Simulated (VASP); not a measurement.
# Cs under changes of volume

One of the cells (124.926 Å³/atom); the others are scaled copies at fixed shape and fractional positions:

```
CELL_PARAMETERS angstrom
-3.14918 3.14918 3.14918
3.14918 -3.14918 3.14918
3.14918 3.14918 -3.14918
ATOMIC_POSITIONS crystal
Cs 0.00000 0.00000 0.00000
```

- Program: VASP 6.6.1
- Functional: PBE
- Potentials or basis: VASP PAW PBE potentials, release 64 (Cs_sv)
- Cutoff: 520 eV
- k mesh: 6 × 6 × 6
- Occupations: fermi-dirac, width 0.05 eV
- Spin: no spin polarisation

```tsv
volume (Å³/atom)	energy over the lowest point (meV/atom)	pressure (GPa)
115.128	?	?
117.578	0.00	0.0
120.027	0.28	0.0
124.926	2.45	-0.1
127.376	4.26	-0.1
129.825	6.49	-0.2
```

Question: What does the run at 115.128 Å³/atom give?

Answer: Energy over the lowest point 0.33 meV/atom; pressure 0.0 GPa.

Worked out: A Birch-Murnaghan fit of order 3 (a polynomial in V^(-2/3)) to the other rows has its minimum at 117.64 Å³/atom with B0 = V·E''(V) = 1.9 GPa and B' = 3.2. It gives 0.33 meV/atom at 115.128 Å³/atom, against the run's 0.33, and -dE/dV = 0.0 GPa, against 0.0.

Energies are extrapolated to zero smearing.
